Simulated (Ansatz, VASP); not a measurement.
# One calculation of K, two programs

```
K
1.0
     0.00000    3.25975    3.25975
     3.25975    0.00000    3.25975
     3.25975    3.25975    0.00000
K
1
Cartesian
  0.0000 0.0000 0.0000
```

This isn't the form of K at room conditions, which is bcc.

Alike in both runs: functional PBE; dispersion D3(BJ); k mesh 12 × 12 × 12; occupations gaussian, width 0.1 eV; no spin polarisation.

Ansatz relaxed the structure, and its values are those at the end. VASP's run is a single point on that final structure, the one shown.

```csv
,VASP,Ansatz
version,VASP 6.6.1,Ansatz 0.2.0
potentials or method,"VASP PAW PBE potentials, release 64 (K_sv)","scalar-relativistic, plane waves, PAW"
plane-wave cutoff (eV),520,420
valence electrons in the cell,9,9
```

|  | VASP | Ansatz | Ansatz less VASP |
| --- | --- | --- | --- |
| gap on the k mesh at the Fermi level (eV) | none | none | - |
| pressure (GPa) | 0.0 | 0.0 | +0.01 |

A gap of «none» marks a metal or a gap that the smearing closes. The functional is the same, so the differences come from potentials, cutoffs and numerics.

Caveats: pairwise dispersion overbinds metals, which lowers pressure and volume.
